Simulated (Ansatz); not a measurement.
# Zn in Al(100), 2x2: scattering by a point defect, part 2 of 2

Aim: the resistance that Zn in Al(100), 2x2 adds to the host.

Ansatz 0.2.0; Ansatz plane-wave DFT, PBE, PAW files; ballistic transport by layer matching (Landauer), zero bias; PAW set soft_1 (the session's first sound run).

So far, resistivity per at.% scaled from this dense plane, with the factor 3/4 for isotropic scattering (µΩ cm): step 3 (resistance at ideal sites) 0.463.

## (4) Relaxing the neighbours

The neighbours of the defect are let go while the lead's layers stay on their sites, since a lead must repeat to 0.01 Å.

This step: Ansatz plane-wave DFT, PBE, PAW files; relaxation with the lead's layers held; PAW set soft_1 (Ansatz 0.2.0).

File input.yaml:

```yaml
crystal:
  lattice:
    - [5.7246940741, 0.0, 0.0]
    - [0.0, 5.7246940741, 0.0]
    - [0.0, 0.0, 24.28782]
  atoms:
    - { symbol: Al, position: [0.0, 0.0, 0.0416666667] }
    - { symbol: Al, position: [0.0, 0.5, 0.0416666667] }
    - { symbol: Al, position: [0.5, 0.0, 0.0416666667] }
    - { symbol: Al, position: [0.5, 0.5, 0.0416666667] }
    - { symbol: Al, position: [0.25, 0.25, 0.125] }
    - { symbol: Al, position: [0.25, 0.75, 0.125] }
    - { symbol: Al, position: [0.75, 0.25, 0.125] }
    - { symbol: Al, position: [0.75, 0.75, 0.125] }
    - { symbol: Al, position: [0.0, 0.0, 0.2083333333] }
    - { symbol: Al, position: [0.0, 0.5, 0.2083333333] }
    - { symbol: Al, position: [0.5, 0.0, 0.2083333333] }
    - { symbol: Al, position: [0.5, 0.5, 0.2083333333] }
    - { symbol: Al, position: [0.25, 0.25, 0.2916666667] }
    - { symbol: Al, position: [0.25, 0.75, 0.2916666667] }
    - { symbol: Al, position: [0.75, 0.25, 0.2916666667] }
    - { symbol: Al, position: [0.75, 0.75, 0.2916666667] }
    - { symbol: Al, position: [0.0, 0.0, 0.375] }
    - { symbol: Al, position: [0.0, 0.5, 0.375] }
    - { symbol: Al, position: [0.5, 0.0, 0.375] }
    - { symbol: Al, position: [0.5, 0.5, 0.375] }
    - { symbol: Al, position: [0.25, 0.25, 0.4583333333] }
    - { symbol: Al, position: [0.25, 0.75, 0.4583333333] }
    - { symbol: Al, position: [0.75, 0.25, 0.4583333333] }
    - { symbol: Al, position: [0.75, 0.75, 0.4583333333] }
    - { symbol: Zn, position: [0.0, 0.0, 0.5416666667] }
    - { symbol: Al, position: [0.0, 0.5, 0.5416666667] }
    - { symbol: Al, position: [0.5, 0.0, 0.5416666667] }
    - { symbol: Al, position: [0.5, 0.5, 0.5416666667] }
    - { symbol: Al, position: [0.25, 0.25, 0.625] }
    - { symbol: Al, position: [0.25, 0.75, 0.625] }
    - { symbol: Al, position: [0.75, 0.25, 0.625] }
    - { symbol: Al, position: [0.75, 0.75, 0.625] }
    - { symbol: Al, position: [0.0, 0.0, 0.7083333333] }
    - { symbol: Al, position: [0.0, 0.5, 0.7083333333] }
    - { symbol: Al, position: [0.5, 0.0, 0.7083333333] }
    - { symbol: Al, position: [0.5, 0.5, 0.7083333333] }
    - { symbol: Al, position: [0.25, 0.25, 0.7916666667] }
    - { symbol: Al, position: [0.25, 0.75, 0.7916666667] }
    - { symbol: Al, position: [0.75, 0.25, 0.7916666667] }
    - { symbol: Al, position: [0.75, 0.75, 0.7916666667] }
    - { symbol: Al, position: [0.0, 0.0, 0.875] }
    - { symbol: Al, position: [0.0, 0.5, 0.875] }
    - { symbol: Al, position: [0.5, 0.0, 0.875] }
    - { symbol: Al, position: [0.5, 0.5, 0.875] }
    - { symbol: Al, position: [0.25, 0.25, 0.9583333333] }
    - { symbol: Al, position: [0.25, 0.75, 0.9583333333] }
    - { symbol: Al, position: [0.75, 0.25, 0.9583333333] }
    - { symbol: Al, position: [0.75, 0.75, 0.9583333333] }
kpoints:
  mp_grid: { grid: [4, 4, 1] }
hamiltonian:
  xc: pbe
  pseudopotentials: { kind: paw, azcp: { folder: soft_1 } }
scf:
  occupations: { method: fermi_dirac, width: 0.1 }
relax:
  f_tol: 0.03
  max_steps: 40
  constraints:
    - { sites: [0, 1, 2, 3, 4, 5, 6, 7, 8, 9, 10, 11, 36, 37, 38, 39, 40, 41, 42, 43, 44, 45, 46, 47] }
```

On the command line:

```sh
$ ansatz run input.yaml --threads 4 --pin off --max-ram 15360MiB --backend cpu --events-out ev --progress --plain --runs-dir out
```

Numbers of over 12 decimals in the logs are rounded to 6 here.

The program printed:

```text
Warning: crystal.symmetry: narrowed to the stabiliser of the relax constraints — unitary ops 16 → 8; lowered at sites 12, 13, 14, 15, 36, 37, 38, 39 (the operations that carried what is held of a site onto what its image site leaves free; the constrained walk keeps no symmetry that its constraints do not admit)
[...]
Crystal: 48 atoms, lattice volume = 795.963 Å³
Basis set: ecut = 420 eV, 15629 PW (Γ), exchange–correlation on 80×80×360 points (8 copies of the dense FFT grid, shifted against one another)
Bands: 125, of which v1, the nominal top of the filled ones, is band 77 counted from 1 (76 counted from 0)
Symmetry: 8 space group operations
k-points: 6 of 16
[...]
SCF iter   1: F=—  HF=-28584.510088 eV  |F-HF|=—  |Δ(HF+E_count)|=         —  Δρ=3.09e-2  dr2=4.08e1  ethr=3.10e-3  ⟨swp⟩=6.3  Hψ=3666  notcnv=0  defer=25
[...]
SCF iter   8: F=-28581.570685 eV  HF=-28581.570685 eV  |F-HF|=6.84e-7  |Δ(HF+E_count)|=   1.28e-5  Δρ=5.75e-6  dr2=8.33e-7  ethr=1.47e-8  ⟨swp⟩=2.5  Hψ=2363  notcnv=0
SCF 1 converged in 8 iterations: F = -28581.570685 eV  dr2 = 8.33e-7
[...]
relax step   1: F+E_penalty+E_count = -28581.57068473 eV  Δ(F+E_penalty+E_count) = +0.000e0 eV  max|allowed force component| = 3.665e-2 eV/Å  Δτ_max = 0.0000 Å  (8 SCF iters, dr2 threshold 2.25e-5 eV, accepted)
[...]
iter 1 solved again at ethr=1.12e-5 eV; its pass at ethr=3.10e-3 eV (dr2=1.72e-2 eV) is discarded
[...]
SCF iter   6: F=-28581.571760 eV  HF=-28581.571760 eV  |F-HF|=1.45e-8  |Δ(HF+E_count)|=   5.00e-8  Δρ=5.98e-7  dr2=1.62e-8  ethr=6.54e-11  ⟨swp⟩=4.0  Hψ=2123  notcnv=0
SCF 2 converged in 6 iterations: F = -28581.571760 eV  dr2 = 1.62e-8
relax step   2: F+E_penalty+E_count = -28581.57176048 eV  Δ(F+E_penalty+E_count) = -1.076e-3 eV  max|allowed force component| = 4.365e-3 eV/Å  Δτ_max = 0.0190 Å  (6 SCF iters, accepted)
SCF converged after 6 iterations
Free energy (F): -28581.571760 eV
[...]
Internal energy: -28580.794770 eV  (E = F + TS)
E sigma→0 (E₀):  -28581.183265 eV
Entropy (-TS):   -0.776990 eV (-16.187 meV/atom)
Fermi energy:    7.829890 eV
[...]
--- Forces (eV/Å), atoms counted from 1 ---
  atom   1  Al     0.00000000     0.00000000     0.00488321
  atom   2  Al     0.00000000     0.00000000     0.00495644
  atom   3  Al     0.00000000     0.00000000     0.00495644
  atom   4  Al     0.00000000     0.00000000     0.00491658
  atom   5  Al    -0.01798405    -0.01798405     0.01163597
  atom   6  Al    -0.01798405     0.01798405     0.01163597
  atom   7  Al     0.01798405    -0.01798405     0.01163597
  atom   8  Al     0.01798405     0.01798405     0.01163597
  atom   9  Al     0.00000000     0.00000000    -0.00284176
  atom  10  Al     0.00000000     0.00000000     0.01081994
  atom  11  Al    -0.00000000     0.00000000     0.01081994
  atom  12  Al     0.00000000     0.00000000     0.01980146
  atom  13  Al     0.00116204     0.00116204    -0.00436541
  atom  14  Al     0.00116204    -0.00116204    -0.00436541
  atom  15  Al    -0.00116204     0.00116204    -0.00436541
  atom  16  Al    -0.00116204    -0.00116204    -0.00436541
  atom  17  Al     0.00000000     0.00000000    -0.00338194
  atom  18  Al     0.00000000     0.00000000    -0.00300722
  atom  19  Al    -0.00000000     0.00000000    -0.00300722
  atom  20  Al     0.00000000     0.00000000    -0.00311958
  atom  21  Al    -0.00170383    -0.00170383    -0.00281826
  atom  22  Al    -0.00170383     0.00170383    -0.00281826
  atom  23  Al     0.00170383    -0.00170383    -0.00281826
  atom  24  Al     0.00170383     0.00170383    -0.00281826
  atom  25  Zn    -0.00000000     0.00000000     0.00203078
  atom  26  Al    -0.00000000     0.00000000     0.00321944
  atom  27  Al     0.00000000     0.00000000     0.00321944
  atom  28  Al    -0.00000000     0.00000000     0.00340804
  atom  29  Al    -0.00125221    -0.00125221     0.00075354
  atom  30  Al    -0.00125221     0.00125221     0.00075354
  atom  31  Al     0.00125221    -0.00125221     0.00075354
  atom  32  Al     0.00125221     0.00125221     0.00075354
  atom  33  Al    -0.00000000     0.00000000     0.00162216
  atom  34  Al    -0.00000000     0.00000000     0.00150589
  atom  35  Al     0.00000000     0.00000000     0.00150589
  atom  36  Al     0.00000000     0.00000000     0.00178669
  atom  37  Al     0.00287502     0.00287502    -0.02783927
  atom  38  Al     0.00287502    -0.00287502    -0.02783927
  atom  39  Al    -0.00287502     0.00287502    -0.02783927
  atom  40  Al    -0.00287502    -0.00287502    -0.02783927
  atom  41  Al     0.00000000     0.00000000     0.03341099
  atom  42  Al     0.00000000     0.00000000     0.01864956
  atom  43  Al     0.00000000     0.00000000     0.01864956
  atom  44  Al     0.00000000     0.00000000     0.00840055
  atom  45  Al    -0.01804335    -0.01804335    -0.01316059
  atom  46  Al    -0.01804335     0.01804335    -0.01316059
  atom  47  Al     0.01804335    -0.01804335    -0.01316059
  atom  48  Al     0.01804335     0.01804335    -0.01316059
  max |Σ_I F_I| component: 2.92e-5 eV/Å
--- Relaxed structure (2 steps of the walk, 2 accepted, 0 SCFs on fresh bases) ---
  F+E_penalty+E_count = -28581.57176048 eV   max|allowed force component| = 4.365e-3 eV/Å
  atoms:
    - { symbol: Al, position: [0.0, 0.0, 0.041667] }
    - { symbol: Al, position: [0.0, 0.500000, 0.041667] }
    - { symbol: Al, position: [0.500000, 0.0, 0.041667] }
    - { symbol: Al, position: [0.500000, 0.500000, 0.041667] }
    - { symbol: Al, position: [0.250000, 0.250000, 0.125000] }
    - { symbol: Al, position: [0.250000, 0.750000, 0.125000] }
    - { symbol: Al, position: [0.750000, 0.250000, 0.125000] }
    - { symbol: Al, position: [0.750000, 0.750000, 0.125000] }
    - { symbol: Al, position: [0.0, 0.0, 0.208333] }
    - { symbol: Al, position: [0.0, 0.500000, 0.208333] }
    - { symbol: Al, position: [0.500000, 0.0, 0.208333] }
    - { symbol: Al, position: [0.500000, 0.500000, 0.208333] }
    - { symbol: Al, position: [0.250050, 0.250050, 0.292194] }
    - { symbol: Al, position: [0.250050, 0.749950, 0.292194] }
    - { symbol: Al, position: [0.749950, 0.250050, 0.292194] }
    - { symbol: Al, position: [0.749950, 0.749950, 0.292194] }
    - { symbol: Al, position: [0, 0.0, 0.375415] }
    - { symbol: Al, position: [0, 0.500000, 0.375580] }
    - { symbol: Al, position: [0.500000, 0.0, 0.375580] }
    - { symbol: Al, position: [0.500000, 0.500000, 0.375781] }
    - { symbol: Al, position: [0.249936, 0.249936, 0.458640] }
    - { symbol: Al, position: [0.249936, 0.750064, 0.458640] }
    - { symbol: Al, position: [0.750064, 0.249936, 0.458640] }
    - { symbol: Al, position: [0.750064, 0.750064, 0.458640] }
    - { symbol: Zn, position: [0, 0.0, 0.541880] }
    - { symbol: Al, position: [0, 0.500000, 0.541880] }
    - { symbol: Al, position: [0.500000, 0.0, 0.541880] }
    - { symbol: Al, position: [0.500000, 0.500000, 0.541879] }
    - { symbol: Al, position: [0.249939, 0.249939, 0.625130] }
    - { symbol: Al, position: [0.249939, 0.750061, 0.625130] }
    - { symbol: Al, position: [0.750061, 0.249939, 0.625130] }
    - { symbol: Al, position: [0.750061, 0.750061, 0.625130] }
    - { symbol: Al, position: [0, 0.0, 0.708382] }
    - { symbol: Al, position: [0, 0.500000, 0.708224] }
    - { symbol: Al, position: [0.500000, 0.0, 0.708224] }
    - { symbol: Al, position: [0.500000, 0.500000, 0.708029] }
    - { symbol: Al, position: [0.250000, 0.250000, 0.791667] }
    - { symbol: Al, position: [0.250000, 0.750000, 0.791667] }
    - { symbol: Al, position: [0.750000, 0.250000, 0.791667] }
    - { symbol: Al, position: [0.750000, 0.750000, 0.791667] }
    - { symbol: Al, position: [0.0, 0.0, 0.875000] }
    - { symbol: Al, position: [0.0, 0.500000, 0.875000] }
    - { symbol: Al, position: [0.500000, 0.0, 0.875000] }
    - { symbol: Al, position: [0.500000, 0.500000, 0.875000] }
    - { symbol: Al, position: [0.250000, 0.250000, 0.958333] }
    - { symbol: Al, position: [0.250000, 0.750000, 0.958333] }
    - { symbol: Al, position: [0.750000, 0.250000, 0.958333] }
    - { symbol: Al, position: [0.750000, 0.750000, 0.958333] }
```

Wall time 24 s (4 threads of Arm Neoverse V1, shared host); peak memory 2.1 GiB.

The steps of the relaxation:

```
step  energy less that of the first step (eV)  largest force component (eV/Å)
   1                                   0.0000                          0.0366
   2                                  -0.0011                          0.0044
```

The atoms that moved most (Å):

```
atom     dx     dy     dz  length
Al20  0.000  0.000  0.019   0.019
Al18  0.000  0.000  0.014   0.014
Al19  0.000  0.000  0.014   0.014
Al16  0.000  0.000  0.013   0.013
Al15  0.000  0.000  0.013   0.013
Al14  0.000  0.000  0.013   0.013
Al13  0.000  0.000  0.013   0.013
Al17  0.000  0.000  0.010   0.010
```

Numbers from this step:

| Item | Value |
| --- | --- |
| free energy | -28581.5718 eV |
| energy at zero smearing | -28581.1833 eV |

The largest force component on a free atom ends at 0.0044 eV/Å, under the tolerance of 0.03, after 2 steps.

## (5) Transmission after relaxation, relaxed yes

The transmission is solved again on the relaxed atoms.

This step: Ansatz plane-wave DFT, PBE, PAW files; ballistic transport by layer matching (Landauer), zero bias; PAW set soft_1 (Ansatz 0.2.0).

File input.yaml:

```yaml
crystal:
  lattice:
    - [5.7246940741, 0.0, 0.0]
    - [0.0, 5.7246940741, 0.0]
    - [0.0, 0.0, 24.28782]
  atoms:
    - { symbol: Al, position: [0.0, 0.0, 0.0416666667] }
    - { symbol: Al, position: [0.0, 0.5, 0.0416666667] }
    - { symbol: Al, position: [0.5, 0.0, 0.0416666667] }
    - { symbol: Al, position: [0.5, 0.5, 0.0416666667] }
    - { symbol: Al, position: [0.25, 0.25, 0.125] }
    - { symbol: Al, position: [0.25, 0.75, 0.125] }
    - { symbol: Al, position: [0.75, 0.25, 0.125] }
    - { symbol: Al, position: [0.75, 0.75, 0.125] }
    - { symbol: Al, position: [0.0, 0.0, 0.2083333333] }
    - { symbol: Al, position: [0.0, 0.5, 0.2083333333] }
    - { symbol: Al, position: [0.5, 0.0, 0.2083333333] }
    - { symbol: Al, position: [0.5, 0.5, 0.2083333333] }
    - { symbol: Al, position: [0.2500498582, 0.2500498582, 0.2921944937] }
    - { symbol: Al, position: [0.2500498582, 0.7499501418, 0.2921944937] }
    - { symbol: Al, position: [0.7499501418, 0.2500498582, 0.2921944937] }
    - { symbol: Al, position: [0.7499501418, 0.7499501418, 0.2921944937] }
    - { symbol: Al, position: [0.0, 0.0, 0.3754150939] }
    - { symbol: Al, position: [0.0, 0.5, 0.3755795618] }
    - { symbol: Al, position: [0.5, 0.0, 0.3755795618] }
    - { symbol: Al, position: [0.5, 0.5, 0.3757811886] }
    - { symbol: Al, position: [0.2499360235, 0.2499360235, 0.4586402391] }
    - { symbol: Al, position: [0.2499360235, 0.7500639765, 0.4586402391] }
    - { symbol: Al, position: [0.7500639765, 0.2499360235, 0.4586402391] }
    - { symbol: Al, position: [0.7500639765, 0.7500639765, 0.4586402391] }
    - { symbol: Zn, position: [0.0, 0.0, 0.5418801082] }
    - { symbol: Al, position: [0.0, 0.5, 0.5418797546] }
    - { symbol: Al, position: [0.5, 0.0, 0.5418797546] }
    - { symbol: Al, position: [0.5, 0.5, 0.5418794002] }
    - { symbol: Al, position: [0.249938898, 0.249938898, 0.6251301932] }
    - { symbol: Al, position: [0.249938898, 0.750061102, 0.6251301932] }
    - { symbol: Al, position: [0.750061102, 0.249938898, 0.6251301932] }
    - { symbol: Al, position: [0.750061102, 0.750061102, 0.6251301932] }
    - { symbol: Al, position: [0.0, 0.0, 0.7083822028] }
    - { symbol: Al, position: [0.0, 0.5, 0.708224187] }
    - { symbol: Al, position: [0.5, 0.0, 0.708224187] }
    - { symbol: Al, position: [0.5, 0.5, 0.7080290168] }
    - { symbol: Al, position: [0.25, 0.25, 0.7916666667] }
    - { symbol: Al, position: [0.25, 0.75, 0.7916666667] }
    - { symbol: Al, position: [0.75, 0.25, 0.7916666667] }
    - { symbol: Al, position: [0.75, 0.75, 0.7916666667] }
    - { symbol: Al, position: [0.0, 0.0, 0.875] }
    - { symbol: Al, position: [0.0, 0.5, 0.875] }
    - { symbol: Al, position: [0.5, 0.0, 0.875] }
    - { symbol: Al, position: [0.5, 0.5, 0.875] }
    - { symbol: Al, position: [0.25, 0.25, 0.9583333333] }
    - { symbol: Al, position: [0.25, 0.75, 0.9583333333] }
    - { symbol: Al, position: [0.75, 0.25, 0.9583333333] }
    - { symbol: Al, position: [0.75, 0.75, 0.9583333333] }
kpoints:
  mp_grid: { grid: [4, 4, 1] }
hamiltonian:
  xc: pbe
  pseudopotentials: { kind: paw, azcp: { folder: soft_1 } }
scf:
  occupations: { method: fermi_dirac, width: 0.1 }
output:
  transmission: { leads: [[0, 4]], kmesh: [8, 8], e_range: [-0.05, 0.05], de: 0.05 }
  write_potential: true
  write_density: true
  volumetric_format: npy
```

The program printed:

```text
[...]
Crystal: 48 atoms, lattice volume = 795.963 Å³
Basis set: ecut = 420 eV, 15629 PW (Γ)
Bands: 125, of which v1, the nominal top of the filled ones, is band 77 counted from 1 (76 counted from 0)
Symmetry: 8 space group operations
[...]
k-points: 6 of 16
[...]
SCF iter   1: F=—  HF=-28584.497423 eV  |F-HF|=—  |Δ(HF+E_count)|=         —  Δρ=3.09e-2  dr2=3.94e1  ethr=3.10e-3  ⟨swp⟩=6.5  Hψ=3662  notcnv=0  defer=25
[...]
SCF iter   9: F=-28581.573642 eV  HF=-28581.573642 eV  |F-HF|=1.06e-8  |Δ(HF+E_count)|=   3.23e-8  Δρ=1.24e-6  dr2=1.44e-8  ethr=6.54e-11  ⟨swp⟩=17.7  Hψ=3411  notcnv=0
SCF 1 converged in 9 iterations: F = -28581.573642 eV  dr2 = 1.44e-8
[...]
transmission: 54 of 465 steps passed
transmission: 93 of 465 steps passed
[...]
transmission: 465 of 465 steps passed
SCF converged after 9 iterations
Free energy (F): -28581.573642 eV
[...]
Internal energy: -28580.796655 eV  (E = F + TS)
E sigma→0 (E₀):  -28581.185149 eV
Entropy (-TS):   -0.776987 eV (-16.187 meV/atom)
Fermi energy:    7.829991 eV
[...]
--- Band table (eV; the first three rows and the last of 6) ---
  k-point 0: bands = [... 73 lower, 7.1383, 7.2289, 7.2566, 7.2594, 7.2703, 7.2703, 7.2724, 7.2760, ... 44 higher]
  k-point 1: bands = [... 73 lower, 7.5276, 7.5281, 7.5568, 7.5704, 7.5963, 7.6246, 8.2039, 8.2064, ... 44 higher]
  k-point 2: bands = [... 73 lower, 7.5966, 7.6140, 7.6593, 7.7014, 8.2590, 8.2790, 8.2812, 8.2966, ... 44 higher]
  k-point 5: bands = [... 73 lower, 8.1789, 8.1789, 8.2051, 8.2139, 8.7552, 8.7564, 8.7636, 8.7636, ... 44 higher]
--- Transmission ---
  basis      : 293 plane waves across, 31 finite elements along
  points     : 15, standing for a mesh of 8 x 8
[...]
channels       : 6.265625e0 a spin
[...]
junction   : crystal 0 to crystal 0, 1.32 to 23.59 Å
    transmission   : 5.903019e0 a spin
[...]
```

Wall time 3.3 min (4 threads); peak memory 2 GiB; 11 min of CPU time.

This step gave:

```yaml
free_energy: -28581.5736 eV
energy_at_zero_smearing: -28581.1851 eV
transmission_per_spin_nearest_the_fermi_level: 5.903
open_channels_per_spin_nearest_the_fermi_level: 6.266
step_of_the_lead_s_potential: 12 meV
```

Per spin. Transmission, zone mean against energy, zero at the Fermi level:

```
energy (eV)  transmission, zone mean
    -0.0500                     6.02
     0.0000                     5.90
     0.0500                     5.83
```

Transmission over k1 and k2. At 0.0000 eV from the Fermi level.

Ten even steps from '0' (3.36) to '9' (8.65):
```
03144413
71434341
84388834
84489844
84388834
71434341
03144413
00788870
```
Columns: k1 (b1) from -0.5 to 0.375; rows upwards: k2 (b2) from -0.5 to 0.375.

Over the solved energies the transmission per spin lies between 5.83 and 6.02, out of 6.18 channels of the lead on average (up to 6.27).

## (6) Resistance after relaxation

This step: Ansatz plane-wave DFT, PBE, PAW files; ballistic transport by layer matching (Landauer), zero bias; area resistance of the defect plane and resistivity an atomic per cent; PAW set soft_1 (Ansatz 0.2.0).

This step gave:

```yaml
area_resistance: 0.03072 fΩ m²
t_over_the_leads_mean_channel_count: 0.9570
resistivity_per_at_scaled_from_this_dense_plane_with_the_factor_3_over_4_for_isotropic_scattering: 0.4553 µΩ cm
```

Averaged over the energies near the Fermi level, 95.7 % of the channels pass, which makes 0.0307 fΩ m², against 0.0313 on ideal sites.

## (7) Outcome

```json
{
  "share of channels that pass, rigid": "0.956",
  "area resistance, rigid": "0.0313 fΩ m²",
  "resistivity per at.% from the area resistance, times 3/4, rigid": "0.463 µΩ cm",
  "share of channels that pass, relaxed": "0.957",
  "area resistance, relaxed": "0.0307 fΩ m²",
  "resistivity per at.% from the area resistance, times 3/4, relaxed": "0.455 µΩ cm"
}
```

The plane of defects adds 0.031 fΩ m². Scaled to one atomic per cent that is 0.61 µΩ cm as it stands and 0.46 with the factor 3/4 for isotropic scattering on a spherical Fermi surface. These are rough estimates of the dilute value, not bounds. One Zn in each 2x2 cell reflects 4.3 % of the lead's channels. The relaxed cell differs by -1.7 % in resistance; between the two runs the lead's own channel count goes from 6.22 to 6.18, so sampling may have a part in it. The defects form a dense periodic sheet that scatters coherently, unlike a dilute random alloy. T and N are means over the solved energies nearest the Fermi level.

[Logs are printed without paths, hosts, clocks, repeated set-up lines and the standing remarks that a program may print on its own settings, such as how far it seeks lower states.]

[Hosts, paths, dates, database ids (printed as entryN), source tags and the programs' standing remarks are cut or masked in the printed files.]
